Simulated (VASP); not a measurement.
Output of a VASP run:

### OSZICAR
```
       N       E                     dE             d eps       ncg     rms          rms(c)
DAV:   1     0.218607736554E+03    0.21861E+03   -0.13781E+04   640   0.151E+03
DAV:   2    -0.833541695764E+01   -0.22694E+03   -0.22298E+03   808   0.387E+02
DAV:   3    -0.175033837118E+02   -0.91680E+01   -0.91618E+01   728   0.869E+01
DAV:   4    -0.178427761183E+02   -0.33939E+00   -0.33930E+00  1104   0.127E+01
DAV:   5    -0.178446891277E+02   -0.19130E-02   -0.19130E-02   720   0.101E+00    0.826E+00
DAV:   6    -0.164427088223E+02    0.14020E+01   -0.78165E+00   696   0.193E+01    0.322E+00
DAV:   7    -0.164771311264E+02   -0.34422E-01   -0.19857E-01   856   0.392E+00    0.175E+00
DAV:   8    -0.165279692466E+02   -0.50838E-01   -0.59256E-02   832   0.274E+00    0.206E-01
DAV:   9    -0.165370051759E+02   -0.90359E-02   -0.14688E-02   832   0.966E-01    0.159E-01
DAV:  10    -0.165385845758E+02   -0.15794E-02   -0.28220E-03   728   0.416E-01    0.349E-02
DAV:  11    -0.165386145023E+02   -0.29926E-04   -0.20404E-04   912   0.121E-01    0.155E-02
DAV:  12    -0.165386385106E+02   -0.24008E-04   -0.54756E-05   712   0.676E-02    0.615E-03
DAV:  13    -0.165386389789E+02   -0.46829E-06   -0.94123E-06  1000   0.237E-02    0.522E-03
DAV:  14    -0.165386379236E+02    0.10553E-05   -0.17352E-06   728   0.148E-02    0.332E-04
DAV:  15    -0.165386380441E+02   -0.12050E-06   -0.10180E-07   680   0.323E-03    0.355E-04
DAV:  16    -0.165386380144E+02    0.29699E-07   -0.25381E-08   528   0.157E-03
   1 F= -.16538638E+02 E0= -.16538638E+02  d E =-.752866E-11
```

OUTCAR:
```
------------------------ aborting loop because EDIFF is reached ----------------------------------------
  FORCE on cell =-STRESS in cart. coord.  units (eV):
  Direction    XX          YY          ZZ          XY          YZ          ZX
  --------------------------------------------------------------------------------------
  Total        0.0200333      0.0200333      0.0200333      0.0000000      0.0000000      0.0000000
  in kB        0.7262436      0.7262436      0.7262436      0.0000000      0.0000000      0.0000000
  external PRESSURE =       0.7262436 kB  Pullay stress =       0.0000000 kB
  volume of cell :       44.20
      direct lattice vectors                 reciprocal lattice vectors
     0.000000000  2.806187787  2.806187787    -0.178177669  0.178177669  0.178177669
     2.806187787  0.000000000  2.806187787     0.178177669 -0.178177669  0.178177669
     2.806187787  2.806187787  0.000000000     0.178177669  0.178177669 -0.178177669
 POSITION                                       TOTAL-FORCE (eV/Angst)
 -----------------------------------------------------------------------------------
      0.00000      0.00000      0.00000         0.000000     -0.000000     -0.000000
      1.40309      1.40309      1.40309        -0.000000     -0.000000     -0.000000
      4.20928      4.20928      4.20928         0.000000      0.000000      0.000000
 -----------------------------------------------------------------------------------
    total drift:                                0.000000     -0.000000      0.000000
  FREE ENERGIE OF THE ION-ELECTRON SYSTEM (eV)
  ---------------------------------------------------
  free  energy   TOTEN  =       -16.5386380144 eV

  energy  without entropy=      -16.5386380144  energy(sigma->0) =      -16.53863801
```
(Selected blocks of OUTCAR.)

**POSCAR**
```
CaF2
1
    0.0000000000     2.8061877874     2.8061877874
    2.8061877874     0.0000000000     2.8061877874
    2.8061877874     2.8061877874     0.0000000000
Ca F
1 2
Direct
  0.0000000000   0.0000000000   0.0000000000
  0.2500000000   0.2500000000   0.2500000000
  0.7500000000   0.7500000000   0.7500000000
```

Question: Write an INCAR and KPOINTS that could have produced this output.

Answer: This is not unique; one that fits is the input of the run itself, RPBE GGA, plane waves, VASP's PBE PAW potentials (set 64).

**INCAR**
```
! general
SYSTEM = CaF2
PREC   = Accurate
ENCUT  = 520
LREAL  = .False.
LASPH  = .True.

! electronic loop
EDIFF  = 1E-7
NELM   = 100
ALGO   = Normal

! smearing
ISMEAR = 0
SIGMA  = 0.05

! functional
GGA    = RP

! ions
ISIF   = 2

! output
LWAVE  = .False.
LCHARG = .False.
```

File KPOINTS:
```
Automatic mesh
0
Gamma
7 7 7
0 0 0
```

POTCAR, in this order: Ca_sv F (PBE.64 set). Program: vasp_std.

The compound is CaF2 in the fluorite structure. It was relaxed first, which changed the volume by +9 %.
